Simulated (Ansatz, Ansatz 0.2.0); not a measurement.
# Progress notes: lattice constants and oxygen position of α-alumina with LDA

*Notes of a novice, printed with their mistakes. Don't take the settings or the reasoning as a model; a review follows at the end.*

## Reference data

The numbers I am trying to reproduce come from "Standard Reference Material (SRM 1990) For Single Crystal Diffractometer Alignment" (2001, PubMed Central 4865310). One undoped alumina crystal was measured by single-crystal X-ray diffraction. I use three values from it: the two lattice constants a and c in the hexagonal setting, and the x coordinate of oxygen, for which Mo radiation was used. The oxygen coordinate is marked as auxiliary and not certified. All three have very small uncertainties. The temperature is not given with the values, and I make no correction for it. My starting structure is from the Crystallography Open Database and is also a diffraction structure. Its a and c are about 0.001 Å longer than the measured ones, and its oxygen x is 0.6933 instead of 0.69367.

| compared with | measured | source's wording or label | method |
| --- | --- | --- | --- |
| x of O, site e | 0.69367 ± 0.00005 | 0.69367 ± 5e-05 | single-crystal X-ray diffraction, Mo radiation |
| a (Å) | 4.75999 ± 0.00003 | 4.75999 ± 3e-05 A | single-crystal X-ray diffraction |
| c (Å) | 12.9948 ± 0.00007 | 12.99481 ± 7e-05 A | single-crystal X-ray diffraction |

Conditions are those given with the value in the passage it was taken from; "not stated" means there, and the paper may say more elsewhere. The values are a selection: others may have been left out beforehand as unlike or outlying.

## Method

I want a, c and the oxygen x from a relaxation of the ten-atom cell. I will call it a success if a and c come within half a per cent of the measured values and x within 0.001. I picked these limits because they sound strict enough for a first try. I start with LDA because it is the first functional I learned about, and I will change settings if the numbers look wrong.

System: Al2O3 (alpha-alumina), corundum (rhombohedral); R-3c (No. 167), 10 atoms in the primitive cell; the database structure is a diffraction structure: a = 4.761 Å, c = 12.996 Å; structure from the Crystallography Open Database.

On the selection of runs and values: Further runs on this system are not shown.

## 1. Starting from a stretched cell

The database cell is already almost the measured one, so a relaxation from there would not convince me. I therefore make the starting lattice vectors 2 % too long and let the program find its way back. To get an answer today I also loosen the stopping thresholds to 0.2 eV/Å and 5 GPa. I expect a and c to shrink back close to the measured values, since the program is supposed to find the minimum wherever it starts.

**Run 1.** Ansatz 0.2.0: LDA, cell and atoms relaxed from the database structure, PAW set soft_2, cutoff 420 eV (default), 6x6x6 k mesh, Gaussian smearing 0.02 eV; started from lattice vectors 1.02 times the database's, thresholds 0.2 eV/A and 5 GPa.

Key lines of the input:
```
crystal:
  lattice:
    - [2.427855, 1.4017227378, 4.418504]
    - [-2.427855, 1.4017227378, 4.418504]
    - [0.0, -2.8034454756, 4.418504]
  # atoms
kpoints:
  mp_grid: { grid: [6, 6, 6] }
hamiltonian:
  xc: lda
scf:
  occupations: { method: gaussian, width: 0.02 }
output:
  forces: true
  stress: true
relax:
  adjacent_minimum: "off"
  f_tol: 0.2
  max_steps: 60
  cell: { stress_tol: 5.0 }
```

Command:
```
ansatz run input.yaml --threads 8 --pin off --max-ram 16384MiB --backend cpu --events-out ev --progress --plain --runs-dir out
```

Selected lines of the output:
```
relax step   1: F+E_penalty+E_count = -5399.44060450 eV  [...]  max|allowed force component| = 1.612e-1 eV/Å  [...]  P = -17.762 GPa  Ω = 90.222 Å³  (6 SCF iters, accepted)
relax step   4: F+E_penalty+E_count = -5399.85521631 eV  [...]  max|allowed force component| = 9.764e-2 eV/Å  [...]  P = +0.323 GPa  Ω = 83.136 Å³  [...]
--- Relaxed structure (3 steps of the walk, 3 accepted, 1 SCFs on fresh bases) ---
```

Converged; 2.9 s on 8 cores of Arm Neoverse V2, shared host.

| quantity | run 1 | measured | deviation |
| --- | --- | --- | --- |
| x of O, site e | 0.69437 | 0.69367 ± 0.00005 | +0.00070 (+0.1 %) |
| a (Å) | 4.7275 | 4.75999 ± 0.00003 | −0.0325 (−0.7 %) |
| c (Å) | 12.886 | 12.9948 ± 0.00007 | −0.109 (−0.8 %) |
| z of Al, site c | 0.3525 |  |  |

The run says it converged, and the pressure went from −17.762 GPa to +0.323 GPa, so I take this as the LDA answer. The cell did shrink back, but it went too far: a is 0.7 % short and c 0.8 % short, both outside my half per cent. The oxygen x is off by 0.0007 and passes. So LDA gets the atoms right and the cell wrong, and I don't want to spend more time on it.

## 2. Switching to r2SCAN

I have read that r2SCAN is a newer functional and usually better, so I go to that. I start from the database cell this time, leave the thresholds alone and take a 3x3x3 mesh to keep it quick. I expect a and c to come out longer than with LDA and inside my limit.

**Run 2.** Ansatz 0.2.0: r2SCAN, cell and atoms relaxed from the database structure, PAW set soft_2, cutoff 500 eV (default), 3x3x3 k mesh, Gaussian smearing 0.02 eV.

Key lines of the input:
```
crystal:
  # lattice and atoms
kpoints:
  mp_grid: { grid: [3, 3, 3] }
hamiltonian:
  xc: r2scan
scf:
  occupations: { method: gaussian, width: 0.02 }
output:
  forces: true
  stress: true
relax:
  adjacent_minimum: "off"
  f_tol: 0.005
  max_steps: 60
  cell: { stress_tol: 0.03 }
```

Command:
```
ansatz run input.yaml --threads 4 --pin off --max-ram 16384MiB --backend cpu --events-out ev --progress --plain --runs-dir out
```

Selected lines of the output:
```
Basis set: ecut = 500 eV, 2169 PW (Γ) [...]
k-points: 6 of 27
relax step   5: F+E_penalty+E_count = -5590.62475444 eV  [...]  max|allowed force component| = 2.717e-3 eV/Å  [...]  P = -0.005 GPa  Ω = 84.958 Å³  [...]
--- Relaxed structure (4 steps of the walk, 4 accepted, 1 SCFs on fresh bases) ---
```

Converged; 9.6 s on 4 cores of Arm Neoverse N1, shared host.

| quantity | run 2 | measured | deviation |
| --- | --- | --- | --- |
| x of O, site e | 0.69366 | 0.69367 ± 0.00005 | −0.00001 (−0.0 %) |
| a (Å) | 4.7589 | 4.75999 ± 0.00003 | −0.0011 (−0.0 %) |
| c (Å) | 12.995 | 12.9948 ± 0.00007 | +0.000 (+0.0 %) |
| z of Al, site c | 0.3519 |  |  |

This is what I was hoping for. c agrees to every digit I have, a is 0.0011 Å short, and the oxygen x is 0.69366 against 0.69367, which is inside the error bar of the X-ray value. The pressure at the end is −0.005 GPa, so the cell is finished, and the 3x3x3 mesh is clearly good enough because the numbers come out right. All three values are far inside my limits, so I am stopping here and keeping r2SCAN.

## Comparison with experiment

| run | settings | x of O, site e | a (Å) | c (Å) | cost |
| --- | --- | --- | --- | --- | --- |
| 1 | LDA, cutoff 420 eV (default), 6x6x6 k mesh, started from lattice vectors 1.02 times the database's, thresholds 0.2 eV/A and 5 GPa | 0.69437 | 4.7275 | 12.886 | under 1 core-min |
| 2 | r2SCAN, cutoff 500 eV (default), 3x3x3 k mesh | 0.69366 | 4.7589 | 12.995 | under 1 core-min |
|  | measured | 0.69367 ± 0.00005 | 4.75999 ± 0.00003 | 12.9948 ± 0.00007 |  |

## State of play

I am finished with alumina. r2SCAN gives a = 4.7589 Å, c = 12.995 Å and an oxygen x of 0.69366, and all three are well inside the limits I set. LDA made the cell too small, by 0.7 % in a and 0.8 % in c, so I have dropped it, although its oxygen position was acceptable.

What I take from this is that the functional decides everything and the k mesh hardly matters: LDA had the 6x6x6 mesh and missed, r2SCAN had only 3x3x3 and hit. For the next oxide I will go straight to r2SCAN with the small mesh and not bother with LDA. Since the oxygen coordinate falls within the X-ray error bar, I think we can also use r2SCAN to predict positions to the fourth decimal in crystals that have not been measured yet. Unless you object, I will put these numbers in the group table as the calculated structure of α-alumina.

## An expert's review

Further runs made for the review:

| reviewer's run | settings | x of O, site e | a (Å) | c (Å) | cost |
| --- | --- | --- | --- | --- | --- |
| R1 | LDA, cutoff 420 eV (default), 6x6x6 k mesh | 0.69414 | 4.7292 | 12.892 | under 1 core-min |
| R2 | r2SCAN, cutoff 500 eV (default), 6x6x6 k mesh | 0.69366 | 4.7589 | 12.995 | 1.8 core-min |
| R3 | LDA, cutoff 420 eV (default), 3x3x3 k mesh | 0.69414 | 4.7292 | 12.891 | under 1 core-min |
|  | measured | 0.69367 ± 0.00005 | 4.75999 ± 0.00003 | 12.9948 ± 0.00007 |  |

The opening rightly notes that temperature is left uncorrected, but not what follows. These runs omit zero-point motion and thermal expansion, which lengthen a real cell by roughly 0.3 % at room temperature. An estimate of that belonged in the plan. The limits were chosen by feel, and the one on oxygen x tests little, since the starting value of 0.6933 already passes it. Having learned about LDA first is no reason to choose it, and changing settings only when numbers look wrong favours chance agreement.

Starting run 1 from a stretched cell is a fair test, but only with tight thresholds. Here the first force, 0.1612 eV/Å, was already below the 0.2 eV/Å limit, and 5 GPa can hide an error in length of over half a per cent in a crystal as stiff as this. "Converged" meant only that these limits were met, so the run could not yet be taken as the LDA answer. A tight relaxation (R1) costs under one core-minute and gives a = 4.7292 Å, c = 12.892 Å and x = 0.69414. The loose stop therefore did little harm, and the short cell is LDA's own. Its oxygen position is good but not exact: in R1, x is 0.00047 from the measurement. That is many times the error bar, yet only about 0.002 Å, and the two diffraction values of x differ by nearly as much.

Run 2 was well set up. "Leave the thresholds alone" might suggest that the loose ones were kept, but the input shows 0.005 eV/Å and 0.03 GPa, which are sound. The expectation of a longer cell than LDA's was also correct. The mistake is to call the 3x3x3 mesh good enough because the result matches experiment. Only a denser mesh can show that. The 6x6x6 twin (R2) costs 1.8 core-minutes and repeats all three values as printed, so the mesh was adequate, though the notebook had not shown it.

The closing comparison changes functional and mesh together, so it cannot say which matters. With LDA, going from 3x3x3 (R3) to 6x6x6 (R1) moves c by only 0.001 Å and leaves a and x unchanged as printed. On the same 6x6x6 mesh, r2SCAN (R2) gives an a 0.0297 Å longer than LDA (R1), each at its default cutoff. For this crystal the conclusion holds, but another oxide, especially a metallic one or one with a smaller cell, needs its own mesh test. Nor does one coordinate in one crystal justify predicting positions to the fourth decimal elsewhere, or a general rule for choosing r2SCAN over LDA. The numbers may go into the group table if labelled as r2SCAN values without vibrational effects.

Verdict: r2SCAN reproduces the measured structure very well, with a only 0.0011 Å short. The near-exact match in a and c is partly luck, because the missing expansion would lengthen the calculated cell slightly beyond the measured one. The same correction would bring LDA's a inside the half-per-cent limit and its c to about the edge of it, so its failure there is less clear-cut than it looks. How much vibrations shift the oxygen coordinate, and how far the values depend on the cutoff and the PAW set, is not shown in this report.

[Logs are printed without paths, hosts, clocks, repeated set-up lines and the standing remarks that a program may print on its own settings, such as how far it seeks lower states.]

[The runs shown are a pick from a larger set of finished runs; failed, doubtful and other runs were left out of it ahead of writing. So were measured values far from every level or from commonly accepted values, and agreement can look better than it is. Lines of input and output are excerpts and may be shortened.]
